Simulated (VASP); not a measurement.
# VASP 6.6.1 run: BP

INCAR

```
LASPH = .TRUE.
NELM = 120
LCHARG = .FALSE.
NBANDS = 11
SIGMA = 0.02
GGA = PE
EDIFF = 1E-5
LREAL = .FALSE.
ISIF = 2
LWAVE = .FALSE.
ENCUT = 520
IBRION = -1
PREC = Accurate
ISMEAR = -1
NSW = 0
```

KPOINTS

```
KPOINTS created by Atomic Simulation Environment
0
Gamma
10 10 10
0 0 0
```

POSCAR

```
B  P
 1.0000000000000000
     0.0000000000000000    2.2456325121999998    2.2456325121999998
     2.2456325121999998    0.0000000000000000    2.2456325121999998
     2.2456325121999998    2.2456325121999998    0.0000000000000000
 B   P
   1   1
Cartesian
  0.0000000000000000  0.0000000000000000  0.0000000000000000
  1.1228162560999999  1.1228162560999999  1.1228162560999999
```

The recommended PBE PAW datasets give the neutral cell 8 valence electrons.

Command

```
mpirun -np 1 vasp_std
```

**Question.** Predict the outcome of this run.

**Answer.** It converged. Results: gap between bands v and c on the k mesh 1.20 eV; least direct gap on the k mesh 3.45 eV; pressure 6.3 GPa. Band v is the last that the valence electrons fill when counted band by band, and c is the next.

OSZICAR

```
N       E                     dE             d eps       ncg     rms          rms(c)
DAV:   1     0.955742217937E+01    0.95574E+01   -0.39755E+03  1042   0.656E+02
DAV:   2    -0.130637066244E+02   -0.22621E+02   -0.21677E+02  1362   0.112E+02
DAV:   3    -0.136876120227E+02   -0.62391E+00   -0.62224E+00  1331   0.159E+01
DAV:   4    -0.136898110616E+02   -0.21990E-02   -0.21989E-02  1177   0.109E+00
DAV:   5    -0.136898222376E+02   -0.11176E-04   -0.11176E-04  1301   0.776E-02    0.754E+00
DAV:   6    -0.130226508093E+02    0.66717E+00   -0.14778E+00  1169   0.536E+00    0.406E+00
DAV:   7    -0.129219232504E+02    0.10073E+00   -0.26499E-01  1283   0.256E+00    0.137E+00
DAV:   8    -0.129137798496E+02    0.81434E-02   -0.27824E-02  1227   0.965E-01    0.203E-01
DAV:   9    -0.129140985171E+02   -0.31867E-03   -0.70887E-04  1201   0.183E-01    0.134E-01
DAV:  10    -0.129142917311E+02   -0.19321E-03   -0.24228E-04  1163   0.981E-02    0.290E-02
DAV:  11    -0.129143023727E+02   -0.10642E-04   -0.11628E-05  1266   0.225E-02    0.359E-02
DAV:  12    -0.129143032703E+02   -0.89762E-06   -0.44882E-06   595   0.105E-02
   1 F= -.12914303E+02 E0= -.12914303E+02  d E =-.967392E-12
```

For comparison, a separate PBE run of the intended cell, on usual settings and not on those above, gives a gap of 1.20 eV on its mesh and a pressure of 6.3 GPa.
